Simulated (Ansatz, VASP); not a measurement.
One calculation of TaAs, two programs

INCAR

```
SYSTEM = TaAs
PREC = Accurate ; ENCUT = 520
EDIFF = 1E-7 ; ISMEAR = -1
SIGMA = 0.05 ; LREAL = .FALSE.
LASPH = .TRUE. ; NELM = 80
ALGO = Normal ; ISIF = 2
LWAVE = .FALSE. ; LCHARG = .FALSE.
GGA = PE ; NBANDS = 24
```

Contents of KPOINTS:

```
Automatic mesh
0
G
  11 11 11
  0 0 0
```

Contents of POSCAR:

```
TaAs
1.0
   -1.7332164320      1.7332164320      5.9068032086
    1.7332164320     -1.7332164320      5.9068032086
    1.7332164320      1.7332164320     -5.9068032086
Ta As
2 2
Direct
    0.4999673000      0.4999673000      0.0000000000
    0.2499673000      0.7499673000      0.5000000000
    0.0826321200      0.0826321200      0.0000000000
    0.8326321200      0.3326321200      0.5000000000
```

File input.yaml:

```yaml
crystal:
  lattice:
    - [-1.733216432, 1.733216432, 5.9068032086]
    - [1.733216432, -1.733216432, 5.9068032086]
    - [1.733216432, 1.733216432, -5.9068032086]
  atoms:
    - { symbol: Ta, position: [0.4999673, 0.4999673, 0.0] }
    - { symbol: Ta, position: [0.2499673, 0.7499673, 0.5] }
    - { symbol: As, position: [0.08263212, 0.08263212, 0.0] }
    - { symbol: As, position: [0.83263212, 0.33263212, 0.5] }
hamiltonian:
  xc: pbe
  pseudopotentials: { kind: paw }
kpoints:
  mp_grid: { grid: [11, 11, 11] }
scf:
  occupations: { method: fermi_dirac, width: 0.05 }
output:
  forces: true
  stress: true
  eigenvalues: true
```

Change from the starting cell: volume scaled by 1.02.

Alike in both runs: task single point; functional PBE; k mesh 11 × 11 × 11; occupations fermi-dirac, width 0.05 eV; no spin polarisation.

```csv
,VASP,Ansatz
version,VASP 6.6.1,Ansatz 0.2.0
potentials or method,"VASP PAW PBE potentials, release 64 (Ta_pv, As)",Ansatz PAW
plane-wave cutoff (eV),520,420
valence electrons in the cell,32,56
```

|  | VASP | Ansatz | Ansatz less VASP |
| --- | --- | --- | --- |
| gap on the k mesh at the Fermi level (eV) | none | none | - |
| pressure (GPa) | -1.0 | -1.4 | -0.41 |
| largest component of the traceless stress (GPa) | 0.39 | 0.33 | -0.064 |
| rms of the force components (eV/Å) | 0.010 | 0.009 | -0.0010 |

Atom by atom the forces differ by 0.001 eV/Å (rms over components). A gap of «none» marks a metal or a gap that the smearing closes. The two sets of potentials don't hold the same shells in valence.

The runs have no spin-orbit coupling, so splittings on Ta are missing.
